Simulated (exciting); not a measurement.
Set up this calculation in exciting (release sodium), as the native input.

```yaml
Task: single point
Functional: LDA
Potentials_or_basis: all-electron LAPW+lo, shipped species files, valence relativity iora*
rgkmax: 7.5
k_mesh: 11 × 11 × 11
Occupations: gaussian, width 0.02 eV
Spin: no spin polarisation
outputlevel: low
gmaxvr_cutoff_of_density_and_potential: 14 1/bohr
lmaxapw_and_lmaxmat: 10
lmaxvr: 8
nempty: 8
Valence_relativity: iora*
epsengy: 1e-05 Ha
epspot: 1e-05 Ha
maxscl: 60
Muffin-tin_radii: Mg 2.0 bohr
```

The system is Mg.

```
Mg
1.0
    -1.77276    1.77276    1.77276
     1.77276   -1.77276    1.77276
     1.77276    1.77276   -1.77276
Mg
1
Cartesian
  0.0000 0.0000 0.0000
```

This isn't the form of Mg at room conditions, which is hcp.

These files were run (other wordings do the same):

input.xml

```xml
<input>
  <title>Mg</title>
  <structure speciespath="./" tshift="false">
    <crystal scale="1">
      <basevect>-3.350039382223 3.350039382223 3.350039382223</basevect>
      <basevect>3.350039382223 -3.350039382223 3.350039382223</basevect>
      <basevect>3.350039382223 3.350039382223 -3.350039382223</basevect>
    </crystal>
    <species speciesfile="Mg.xml" rmt="2">
      <atom coord="0.000000000000 0.000000000000 0.000000000000"/>
    </species>
  </structure>
  <groundstate do="fromscratch" ngridk="11 11 11" rgkmax="7.5" gmaxvr="14" lmaxapw="10" lmaxmat="10" lmaxvr="8" xctype="LDA_PW" stype="Gaussian" swidth="0.00073499" nempty="8" ValenceRelativity="iora*" epsengy="1e-05" epspot="1e-05" maxscl="60" tforce="true" outputlevel="low"/>
  <properties>
    <chargedensityplot>
      <plot3d>
        <box grid="16 16 16">
          <origin coord="0 0 0"/>
          <point coord="1 0 0"/>
          <point coord="0 1 0"/>
          <point coord="0 0 1"/>
        </box>
      </plot3d>
    </chargedensityplot>
    <elfplot>
      <plot3d>
        <box grid="16 16 16">
          <origin coord="0 0 0"/>
          <point coord="1 0 0"/>
          <point coord="0 1 0"/>
          <point coord="0 0 1"/>
        </box>
      </plot3d>
    </elfplot>
    <exccplot>
      <plot3d>
        <box grid="16 16 16">
          <origin coord="0 0 0"/>
          <point coord="1 0 0"/>
          <point coord="0 1 0"/>
          <point coord="0 0 1"/>
        </box>
      </plot3d>
    </exccplot>
  </properties>
</input>
```

Potentials or basis: all-electron LAPW+lo, shipped species files, valence relativity iora*.

The run is started by

```bash
$ OMP_NUM_THREADS=1 exciting_smp
```

It gave:

```yaml
Band_gap_on_the_k_mesh: none (metal or under the smearing width)
```

Run time: 13 s on 1 thread of Intel(R) Xeon(R) Platinum 8488C (Sapphire Rapids), on a shared host, peak memory 0.1 GiB.
